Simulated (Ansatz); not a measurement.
**Sn: equation of state with PBE**

Crystal: Sn.

```
CELL_PARAMETERS angstrom
0.00000 3.23334 3.23334
3.23334 0.00000 3.23334
3.23334 3.23334 0.00000
ATOMIC_POSITIONS crystal
Sn 0.75000 0.75000 0.75000
Sn 0.50000 0.50000 0.50000
```

This isn't the form of Sn at room conditions, which is tetragonal (white tin).

| Item | Value |
| --- | --- |
| Program | Ansatz 0.2.0 |
| Task | equation of state |
| Functional | PBE |
| Potentials or basis | Ansatz PAW |
| Cutoff | 420 eV |
| Density cutoff | 1680 eV |
| k mesh | 7 × 7 × 7 |
| Occupations | fermi-dirac, width 0.05 eV |
| Spin | no spin polarisation |

```
Equilibrium volume : 36.86 Å³/atom (rough: see the caveat)
Bulk modulus       : 36 GPa (rough)
```

Energy against volume, from the lowest point:
| volume (Å³/atom) | energy (meV/atom) |
| --- | --- |
| 31.775 | 101.29 |
| 32.451 | 72.14 |
| 33.127 | 48.62 |
| 33.803 | 30.13 |
| 34.479 | 16.17 |
| 35.155 | 6.28 |
| 35.831 | 0.00 |

All runs of the series together: 20 s on 2 threads of Intel(R) Xeon(R) Platinum 8259CL CPU @ 2.50GHz (Skylake/Cascade Lake), with other jobs on the host.

Caveat: the minimum lies outside the volumes run.
